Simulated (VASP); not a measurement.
# GaSb (F-43m) in VASP: notebook, part 2 of 2

VASP 6.6.1.

### Step 4. Single point, PBE, spin-orbit coupling, no magnetisation

Input file INCAR:

```
SYSTEM = GaSb
  ALGO = Normal
  EDIFF = 1E-7
  ENCUT = 350
  GGA = PE
  GGA_COMPAT = .FALSE.
  ISIF = 2
  ISMEAR = 0
  LASPH = .TRUE.
  LCHARG = .FALSE.
  LNONCOLLINEAR = .TRUE.
  LORBIT = 11
  LREAL = .FALSE.
  LSORBIT = .TRUE.
  LWAVE = .FALSE.
  MAGMOM = 0 0 0 0 0 0
  NBANDS = 34
  NELM = 100
  PREC = Accurate
  SIGMA = 0.02
```

Input file KPOINTS:

```
k-points
0
G
  6 6 6
  0 0 0
```

Input file POSCAR:

```
GaSb
1.0
    0.0000000000      3.0590000000      3.0590000000
    3.0590000000      0.0000000000      3.0590000000
    3.0590000000      3.0590000000      0.0000000000
Sb Ga
1 1
Direct
    0.7500000000      0.7500000000      0.7500000000
    0.0000000000      0.0000000000      0.0000000000
```

Potentials or basis: VASP PAW PBE potentials, release 64 (Sb, Ga_d).

Started as:

```console
cat potpaw_PBE.64/Sb/POTCAR potpaw_PBE.64/Ga_d/POTCAR > POTCAR
mpirun -np 1 vasp_ncl > vasp.out
```

OUTCAR:

```text
SYSTEM = GaSb
   EDIFF = 1E-7
   ENCUT = 350
   GGA = PE
   ISIF = 2
   ISMEAR = 0
   LASPH = .TRUE.
   LNONCOLLINEAR = .TRUE.
   LORBIT = 11
   LREAL = .FALSE.
   LSORBIT = .TRUE.
   NELM = 100
   PREC = Accurate

 Found     22 irreducible k-points:

 Following reciprocal coordinates:
            Coordinates               Weight
  0.000000  0.000000  0.000000      1.000000
  0.166667  0.000000  0.000000      4.000000
 -0.166667  0.000000  0.000000      4.000000
  0.333333  0.000000  0.000000      4.000000
 -0.333333  0.000000  0.000000      4.000000
  0.500000  0.000000  0.000000      4.000000
   k-points           NKPTS =     22   k-points in BZ     NKDIM =     22   number of bands    NBANDS=     34
   number of dos      NEDOS =    301   number of ions     NIONS =      2
   total plane-waves  NPLWV =  21952
[... 346 lines left out ...]
     0.0000000     0.0000000     0.0000000     0.0000000     0.0000000     0.0000000     0.0000000
     0.0000000     0.0000000     0.0000000     0.0000000     0.0000000     0.0000000     0.0000000
     0.0000000     0.0000000     0.0000000     0.0000000     0.0000000     0.0000000     0.0000000
     0.0000000     0.0000000     0.0000000     0.0000000     0.0000000     0.0000000     0.0000000
     0.0000000     0.0000000     0.0000000     0.0000000     0.0000000     0.0000000     0.0000000
     0.0000000     0.0000000     0.0000000     0.0000000     0.0000000     0.0000000     0.0000000

 total charge

# of ion       s       p       d       tot
------------------------------------------
    1        1.127   1.348   0.027   2.502
    2        0.908   0.767   9.961  11.636
--------------------------------------------------
tot          2.035   2.115   9.989  14.139

 magnetization (x)

# of ion       s       p       d       tot
------------------------------------------
    1       -0.000   0.000   0.000   0.000
    2       -0.000   0.000   0.000   0.000
--------------------------------------------------
tot         -0.000   0.000   0.000   0.000

 magnetization (y)

# of ion       s       p       d       tot
------------------------------------------
    1        0.000   0.000  -0.000   0.000
    2        0.000   0.000   0.000   0.000
--------------------------------------------------
tot          0.000   0.000  -0.000   0.000

 magnetization (z)

# of ion       s       p       d       tot
------------------------------------------
    1       -0.000  -0.000   0.000  -0.000
    2        0.000  -0.000   0.000   0.000
--------------------------------------------------
tot          0.000  -0.000   0.000   0.000
```

stdout:

```text
POSCAR found type information on POSCAR SbGa
 POSCAR found :  2 types and       2 ions
 scaLAPACK will be used
 LDA part: xc-table for (Slater+PW92), standard interpolation
 POSCAR, INCAR and KPOINTS ok, starting setup
 FFT: planning ... GRIDC
 FFT: planning ... GRID_SOFT
 FFT: planning ... GRID
 WAVECAR not read
 entering main loop
```

Wall time 36 s (1 thread of Intel Xeon 6975P-C (Granite Rapids), shared host); peak memory 0.25 GiB.

These settings aren't checked as converged: the numbers below hold their error.

Results:

* Free energy: -7.3893 eV
* Pressure: 2.5 GPa
* Valence electrons inside the program's atomic spheres: Sb 2.50; Ga 11.64

Caveat: the cutoff is under 1.25 times the usual one of these potentials, so pressure, stress and relaxed cells hold a basis-set (Pulay) error.

### Step 5. Single point, PBE, spin-orbit coupling, no magnetisation

Changes to INCAR since step 4:

```diff
@@ -3,3 +3,3 @@
   EDIFF = 1E-7
-  ENCUT = 350
+  ENCUT = 300
   GGA = PE
```

Input file KPOINTS:

```
k-points
0
G
  7 7 7
  0 0 0
```

POSCAR is that of step 4.

Potentials or basis: VASP PAW PBE potentials, release 64 (Sb, Ga_d).

Started as:

```console
cat potpaw_PBE.64/Sb/POTCAR potpaw_PBE.64/Ga_d/POTCAR > POTCAR
mpirun -np 1 vasp_ncl > vasp.out
```

OUTCAR:

```text
SYSTEM = GaSb
   EDIFF = 1E-7
   ENCUT = 300
   GGA = PE
   ISIF = 2
   ISMEAR = 0
   LASPH = .TRUE.
   LNONCOLLINEAR = .TRUE.
   LORBIT = 11
   LREAL = .FALSE.
   LSORBIT = .TRUE.
   NELM = 100
   PREC = Accurate

 Found     30 irreducible k-points:

 Following reciprocal coordinates:
            Coordinates               Weight
  0.000000  0.000000  0.000000      1.000000
  0.142857  0.000000  0.000000      4.000000
 -0.142857  0.000000  0.000000      4.000000
  0.285714  0.000000  0.000000      4.000000
 -0.285714  0.000000  0.000000      4.000000
  0.428571  0.000000  0.000000      4.000000
   k-points           NKPTS =     30   k-points in BZ     NKDIM =     30   number of bands    NBANDS=     34
   number of dos      NEDOS =    301   number of ions     NIONS =      2
   total plane-waves  NPLWV =  13824
   dimension x,y,z NGX =    24 NGY =   24 NGZ =   24
   dimension x,y,z NGXF=    48 NGYF=   48 NGZF=   48
   ions per type =               1   1
   NGX,Y,Z   is equivalent  to a cutoff of   9.22,  9.22,  9.22 a.u.
   NGXF,Y,Z  is equivalent  to a cutoff of  18.45, 18.45, 18.45 a.u.
 SYSTEM =  GaSb
   PREC   = accura    normal or accurate (medium, high low for compatibility)
   ISTART =      0    job   : 0-new  1-cont  2-samecut
   ICHARG =      2    charge: 1-file 2-atom 10-const
   ISPIN  =      1    spin polarized calculation?
   LNONCOLLINEAR =      T non collinear calculations
   LSORBIT =      T    spin-orbit coupling
   LASPH  =      T    aspherical Exc in radial PAW
   ENCUT  =  300.0 eV  22.05 Ry    4.70 a.u.   6.11  6.11  6.11*2*pi/ulx,y,z
   NELM   =    100;   NELMIN=  2; NELMDL= -5     # of ELM steps
   EDIFF  = 0.1E-06   stopping-criterion for ELM
   LREAL  =      F    real-space projection
   EDIFFG = 0.1E-05   stopping-criterion for IOM
   NSW    =      0    number of steps for IOM
   IBRION =     -1    ionic relax: 0-MD 1-quasi-New 2-CG
   NFREE  =      0    steps in history (QN), initial steepest desc. (CG)
   ISIF   =      2    stress and relaxation
   ISYM   =      2    0-nonsym 1-usesym 2-fastsym
   POTIM  = 0.5000    time-step for ionic-motion
   TEBEG  =    0.0;   TEEND  =   0.0 temperature during run
   PSTRESS=    0.0 pullay stress
   NELECT =      18.0000    total number of electrons
   NUPDOWN=      -1.0000    fix difference up-down
   EMIN   =  10.00;   EMAX   =-10.00  energy-range for DOS
   EFERMI =   0.00;   METHOD = LEGACY
[... 270 lines left out ...]
    total drift:                                0.000001      0.000001      0.000001

  FREE ENERGIE OF THE ION-ELECTRON SYSTEM (eV)
  ---------------------------------------------------
  free  energy   TOTEN  =        -7.4069228820 eV

  energy  without entropy=       -7.4068570873  energy(sigma->0) =       -7.40688998

 Spin-Orbit-Coupling matrix elements

 Ion:    1  E_soc:     -0.1245360
 l=   1
     0.0000000    -0.0206088    -0.0206088
    -0.0206088     0.0000000    -0.0206088
    -0.0206088    -0.0206088     0.0000000
 l=   2
     0.0000000    -0.0000581     0.0000000    -0.0000581    -0.0000891
    -0.0000581     0.0000000    -0.0000668    -0.0000581    -0.0000223
     0.0000000    -0.0000668     0.0000000    -0.0000668     0.0000000
    -0.0000581    -0.0000581    -0.0000668     0.0000000    -0.0000223
    -0.0000891    -0.0000223     0.0000000    -0.0000223     0.0000000
 l=   3
     0.0000000     0.0000000     0.0000000     0.0000000     0.0000000     0.0000000     0.0000000
     0.0000000     0.0000000     0.0000000     0.0000000     0.0000000     0.0000000     0.0000000
     0.0000000     0.0000000     0.0000000     0.0000000     0.0000000     0.0000000     0.0000000
     0.0000000     0.0000000     0.0000000     0.0000000     0.0000000     0.0000000     0.0000000
     0.0000000     0.0000000     0.0000000     0.0000000     0.0000000     0.0000000     0.0000000
     0.0000000     0.0000000     0.0000000     0.0000000     0.0000000     0.0000000     0.0000000
     0.0000000     0.0000000     0.0000000     0.0000000     0.0000000     0.0000000     0.0000000

 Ion:    2  E_soc:     -0.0124183
 l=   1
     0.0000000    -0.0012639    -0.0012639
    -0.0012639     0.0000000    -0.0012639
    -0.0012639    -0.0012639     0.0000000
 l=   2
     0.0000000    -0.0001504     0.0000000    -0.0001504    -0.0006554
    -0.0001504     0.0000000    -0.0004916    -0.0001504    -0.0001639
     0.0000000    -0.0004916     0.0000000    -0.0004916     0.0000000
    -0.0001504    -0.0001504    -0.0004916     0.0000000    -0.0001639
    -0.0006554    -0.0001639     0.0000000    -0.0001639     0.0000000
 l=   3
     0.0000000     0.0000000     0.0000000     0.0000000     0.0000000     0.0000000     0.0000000
     0.0000000     0.0000000     0.0000000     0.0000000     0.0000000     0.0000000     0.0000000
     0.0000000     0.0000000     0.0000000     0.0000000     0.0000000     0.0000000     0.0000000
     0.0000000     0.0000000     0.0000000     0.0000000     0.0000000     0.0000000     0.0000000
     0.0000000     0.0000000     0.0000000     0.0000000     0.0000000     0.0000000     0.0000000
     0.0000000     0.0000000     0.0000000     0.0000000     0.0000000     0.0000000     0.0000000
     0.0000000     0.0000000     0.0000000     0.0000000     0.0000000     0.0000000     0.0000000

 total charge

# of ion       s       p       d       tot
------------------------------------------
    1        1.128   1.345   0.028   2.501
    2        0.909   0.766   9.961  11.636
--------------------------------------------------
tot          2.038   2.112   9.988  14.137

 magnetization (x)

# of ion       s       p       d       tot
------------------------------------------
    1        0.000   0.000   0.000   0.000
    2       -0.000   0.000   0.000  -0.000
--------------------------------------------------
tot         -0.000   0.000   0.000  -0.000

 magnetization (y)

# of ion       s       p       d       tot
------------------------------------------
    1        0.000   0.000   0.000   0.000
    2        0.000   0.000  -0.000  -0.000
--------------------------------------------------
tot          0.000   0.000   0.000   0.000

 magnetization (z)

# of ion       s       p       d       tot
------------------------------------------
    1        0.000   0.000   0.000   0.000
    2        0.000  -0.000   0.000  -0.000
--------------------------------------------------
tot          0.000  -0.000   0.000  -0.000
```

OSZICAR:

```text
N       E                     dE             d eps       ncg     rms          rms(c)
DAV:   1     0.973712384979E+02    0.97371E+02   -0.59326E+03  2224   0.978E+02
DAV:   2     0.488171305013E+01   -0.92490E+02   -0.87807E+02  2162   0.273E+02
DAV:   3    -0.711189430253E+01   -0.11994E+02   -0.11859E+02  2536   0.826E+01
DAV:   4    -0.745506093125E+01   -0.34317E+00   -0.34263E+00  2336   0.156E+01
DAV:   5    -0.746314426112E+01   -0.80833E-02   -0.80815E-02  2726   0.222E+00    0.361E+00
DAV:   6    -0.741832556857E+01    0.44819E-01   -0.54791E-02  2906   0.353E+00    0.213E+00
DAV:   7    -0.740555967879E+01    0.12766E-01   -0.29504E-02  2260   0.121E+00    0.134E+00
DAV:   8    -0.740592135662E+01   -0.36168E-03   -0.44746E-03  2258   0.443E-01    0.245E-01
DAV:   9    -0.740659742608E+01   -0.67607E-03   -0.89843E-04  2246   0.255E-01    0.543E-02
DAV:  10    -0.740684609022E+01   -0.24866E-03   -0.25189E-04  2176   0.126E-01    0.199E-02
DAV:  11    -0.740692234651E+01   -0.76256E-04   -0.10574E-04  2254   0.531E-02    0.910E-03
DAV:  12    -0.740692282298E+01   -0.47647E-06   -0.24072E-06  2764   0.101E-02    0.788E-03
DAV:  13    -0.740692288202E+01   -0.59040E-07   -0.52472E-07  1990   0.360E-03
   1 F= -.74069229E+01 E0= -.74068900E+01  d E =-.657947E-04  mag=    -0.0000    -0.0000     0.0000
```

Wall time 22 s (1 thread of Intel Xeon 6975P-C (Granite Rapids), shared host); peak memory 0.21 GiB.

These settings aren't checked as converged: the numbers below hold their error.

Results:

- Free energy: -7.4069 eV
- Valence electrons inside the program's atomic spheres: Sb 2.50; Ga 11.64

Caveat: the cutoff is under 1.25 times the usual one of these potentials, so pressure, stress and relaxed cells hold a basis-set (Pulay) error.
